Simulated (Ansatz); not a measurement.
**SrTiO3: a line through a two-coordinate scan**

The task here is to estimate one member of a computed series from the others.

Program: Ansatz 0.2.0. Level of theory: DFT PBE, scalar-relativistic, plane waves, PAW. These are calculated values, not measurements.

12 further runs of the same task are left out: 1 for a known fault of the program, 11 set aside as unsound or not needed. Runs told in other sessions of the task aren't counted.

**Starting point**

Symmetry: Pm-3m, No. 221, cubic system. Conventional cell: a = 3.936 Å, b = 3.936 Å, c = 3.936 Å, α = 90.00°, β = 90.00°, γ = 90.00°. Sr (site symmetry m-3m) has 12 O at 2.78 Å in its first shell of neighbours. Ti (site symmetry m-3m) has 6 O at 1.97 Å in its first shell of neighbours. O (site symmetry 4/mmm) is surrounded by 2 Ti at 1.97 Å and 4 Sr at 2.78 Å.

Coordinates:

```cif
data_structure
_symmetry_space_group_name_H-M 'P 1'
_symmetry_Int_Tables_number 1
_cell_length_a 3.9364
_cell_length_b 3.9364
_cell_length_c 3.9364
_cell_angle_alpha 90.000
_cell_angle_beta 90.000
_cell_angle_gamma 90.000
_cell_volume 61.00
loop_
_atom_site_label
_atom_site_type_symbol
_atom_site_fract_x
_atom_site_fract_y
_atom_site_fract_z
_atom_site_occupancy
Sr1 Sr 0.00000 0.00000 0.00000 1
Ti1 Ti 0.50000 0.50000 0.50000 1
O1 O 0.00000 0.50000 0.50000 1
O2 O 0.50000 0.00000 0.50000 1
O3 O 0.50000 0.50000 0.00000 1
```

This cell was relaxed beforehand with the same method: volume 12.20 Å³/atom, gap on the mesh 1.85 eV.

**Plan of the line**

The energy is mapped over a normal mode and a strain (zone-centre modes of the cell shown) (x along [1 0 0], y along [0 1 0], z along [0 0 1] of the conventional cell).

First coordinate, amplitude of mode 1 (141i cm⁻¹), largest displacement in the unstrained cell: 11 values from −0.096 Å. Second coordinate, strain +e along z and -e/2 along x and y: 7 values from −7.00 %.

Nothing else is relaxed (the pattern is fixed in fractional coordinates). Energies count from the relaxed high-symmetry cell. Points are written as (first, second).

The modes come from a phonon run on the reference cell, made beforehand.

Displacement patterns for an amplitude of 1 (Å):

| atom | x1 | y1 | z1 |
| --- | --- | --- | --- |
| Sr1 | -0.140 | 0.000 | 0.000 |
| Ti2 | -0.662 | 0.000 | 0.000 |
| O3 | 1.000 | 0.000 | 0.000 |
| O4 | 0.873 | 0.000 | 0.000 |
| O5 | 0.873 | 0.000 | 0.000 |

The first run:

Contents of input.yaml:

```yaml
crystal:
  lattice:
    - [4.0741837684, 0.0, 0.0]
    - [0.0, 4.0741837684, 0.0]
    - [0.0, 0.0, 3.6608607774]
  atoms:
    - { symbol: Sr, position: [0.0006835254, 0.0, 0.0] }
    - { symbol: Ti, position: [0.5032269229, 0.5, 0.5] }
    - { symbol: O, position: [-0.0048775414, 0.5, 0.5] }
    - { symbol: O, position: [0.4957398015, 0.0, 0.5] }
    - { symbol: O, position: [0.4957398015, 0.5, 0.0] }
basis:
  ecutwfc: 520.0
kpoints:
  mp_grid: { grid: [8, 8, 8] }
hamiltonian:
  xc: pbe
  pseudopotentials: { kind: paw, azcp: { folder: soft_1 } }
scf:
  occupations: { method: gaussian, width: 0.05 }
output:
  forces: true
  stress: true
  eigenvalues: true
```

Started as:

```
ansatz run input.yaml --threads 2 --pin off --max-ram 4096MiB --backend cpu --events-out ev --progress --plain --runs-dir out
```

Steps of the session up to this table: Point (−0.019 Å, −7.00 %); Point (−0.019 Å, −4.67 %); Grid point (−0.019 Å, −2.33 %); The run at (−0.019 Å, 0.00 %); The run at (−0.019 Å, 7.00 %).

One of the session's tables, all rows but one given; the rest of the session is left out.

```
strain +e along z and -e/2 along x and y (%)  energy (meV)  slope (meV per %)  pressure (GPa)  band gap on the k-mesh (eV)  largest force on an atom (eV/Å)
                                       −7.00           360               −115            3.84                        1.780                            0.199
                                       −4.67             ?                  ?               ?                            ?                                ?
                                       −2.33            34                −31            0.47                        1.814                            0.083
                                        0.00          −0.8                  0            0.08                        1.848                            0.038
                                        2.33            32                 27            0.47                        1.789                            0.034
                                        4.67           125                 52            1.62                        1.730                            0.077
                                        7.00           274                 76            3.51                        1.678                            0.134
```

Q: Estimate the row for strain +e along z and -e/2 along x and y (%) = −4.67 from the others.

Worked estimate for «energy (meV)». A straight line through the neighbours (−7.00, 360) and (−2.33, 34) gives 360 + (34 − 360) × (−4.67 − −7.00) / (−2.33 − −7.00) = 197; a parabola fitted to 3 rows on both sides gives 155.

As computed: energy (meV): 148; slope (meV per %): −69; pressure (GPa): 1.71; band gap on the k-mesh (eV): 1.784; largest force on an atom (eV/Å): 0.135. In «energy (meV)» the line misses by +49 and the parabola by +7.

Energies count from the relaxed high-symmetry cell. Rows without a step come from runs not printed here or follow by symmetry. Slopes come from the forces (and the stress, where the cell changes), not from differences of energies.

The reference is no minimum along the unstable mode, and wells on the map were not tested along the other modes.
